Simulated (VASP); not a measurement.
# Ag2O in VASP: the effect of functional

The system is Ag2O.

```
CELL_PARAMETERS angstrom
4.71800 0.00000 0.00000
0.00000 4.71800 0.00000
0.00000 0.00000 4.71800
ATOMIC_POSITIONS crystal
Ag 0.75000 0.25000 0.75000
Ag 0.75000 0.75000 0.25000
Ag 0.25000 0.75000 0.75000
Ag 0.25000 0.25000 0.25000
O 0.50000 0.50000 0.50000
O 0.00000 0.00000 0.00000
```

Alike in all runs:

```yaml
Program: VASP 6.6.1
Task: relaxation of cell and atoms
Cutoff: 600 eV
k_mesh: 5 × 5 × 5
Occupations: fermi-dirac, width 0.05 eV
Spin: no spin polarisation
```

Each run relaxes the cell or the atoms first.

| functional | potentials or basis | relaxed volume (Å³/atom) |
| --- | --- | --- |
| LDA | VASP PAW LDA potentials, release 64 (Ag, O) | 16.63 |
| PBEsol | VASP PAW PBE potentials, release 64 (Ag, O) | 17.34 |
| RPBE | VASP PAW PBE potentials, release 64 (Ag, O) | 19.55 |
| revPBE | VASP PAW PBE potentials, release 64 (Ag, O) | 19.25 |
| BLYP | VASP PAW PBE potentials, release 64 (Ag, O) | 19.67 |
| AM05 | VASP PAW PBE potentials, release 64 (Ag, O) | 17.50 |
| PW91 | VASP PAW PBE potentials, release 64 (Ag, O) | 18.48 |
| optB88-vdW | VASP PAW PBE potentials, release 64 (Ag, O) | ? |
| vdW-DF-cx | VASP PAW PBE potentials, release 64 (Ag, O) | 17.55 |
| rev-vdW-DF2 | VASP PAW PBE potentials, release 64 (Ag, O) | 17.94 |

Question: What does the run with functional optB88-vdW give?

Answer: Relaxed volume 18.21 Å³/atom.

Caveats: the PAW data sets were made with another functional, which shifts forces and pressure a little (some runs); the relaxation stopped at its first step, so nothing moved (some runs).

Runs at the PBE level aren't shown here.
